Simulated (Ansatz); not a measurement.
Crystal: CO2, fluorite type, 3 atoms in the cell.

The calculation used PBE, plane waves, PAW datasets (generated soft set 1) (Ansatz).

Cutoff 420 eV; k-mesh 42×42×42 Γ-centred; Fermi–Dirac smearing of 0.0612 eV; no spin polarisation.

The fit to the energies gives V₀ = 7.589 Å³/atom (a₀ = 4.499 Å), B₀ = 168 GPa, B₀′ = 4.62.

Question: What pressure does the program print at V = 8.040 Å³/atom, and how far above the lowest computed point (V = 7.585 Å³/atom) does the energy lie?

Answer: -8.47 GPa and 12.61 meV/atom. All points:

```csv
V (Å³/atom),a (Å),E − E(min) (meV/atom),P (GPa)
7.130,4.4064,16.32,12.07
7.281,4.4375,7.04,7.63
7.433,4.4681,1.73,3.64
7.585,4.4982,0.00,0.08
7.737,4.5280,1.46,-3.10
7.888,4.5574,5.77,-5.94
8.040,4.5865,12.61,-8.47
```

The published all-electron PBE values for this crystal (mean of FLEUR and WIEN2k, k-spacing 0.06 Å⁻¹; Bosoni et al., Nat. Rev. Phys. 6, 45 (2024)) are V₀ = 7.585 Å³/atom, B₀ = 167.6 GPa, B₀′ = 4.66.

The stress includes the program's correction for the finite plane-wave basis.

This cubic structure is a model: it isn't the usual form of the substance at ambient conditions, and such phases are metastable or hypothetical.
